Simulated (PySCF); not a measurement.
All of these have the formula C5H6. Method: TDDFT CAM-B3LYP/aug-cc-pVTZ, vertical, gas phase, core orbitals frozen in the response in PySCF. Geometries: PBE0-D3(BJ)/def2-TZVP; one conformer of each isolated species. Triplets are in the Tamm–Dancoff approximation.

**Question.** Rank by computed HOMO–LUMO gap, lowest first.
A. `C1C=CCC=1`
B. `C#CC(=C)C`
C. `C1C(C#C)C1`
D. `C1=C[C@H]2C[C@@H]12`

**Answer.** A (7.94 eV), D (8.09 eV), B (8.43 eV), C (8.83 eV).

```csv
SMILES,gap (eV),α (au),LUMO (eV),first f ≥ 0.01 (nm),T1 (eV),S1 mainly
C1=CCC=C1,7.94,57.2,0.31,240,3.16,H→L+1 (97%)
C1=C[C@H]2C[C@@H]12,8.09,54.4,0.36,242,3.51,H→L+4 (87%)
C#CC(=C)C,8.43,62.9,0.17,220,3.53,H-1→L (86%)
C#CC1CC1,8.83,57.8,0.29,190,5.30,H→L+6 (32%)
```

H and L stand for HOMO and LUMO.

- `C1=CCC=C1`: Löwdin shares by element: HOMO carbon 80% or more (atoms not listed hold the other 20%); LUMO hydrogen 66% or more (atoms not listed hold the other 34%).
- `C1=C[C@H]2C[C@@H]12`: Löwdin shares by element: HOMO carbon 78% or more (atoms not listed hold the other 22%); LUMO hydrogen 68% or more (atoms not listed hold the other 31%).
- `C#CC(=C)C`: Löwdin shares by element: HOMO carbon 83% or more (atoms not listed hold the other 17%); LUMO carbon 76% or more (atoms not listed hold the other 24%).
- `C#CC1CC1`: Löwdin shares by element: HOMO carbon 81% or more (atoms not listed hold the other 19%); LUMO hydrogen 73% or more (atoms not listed hold the other 27%).
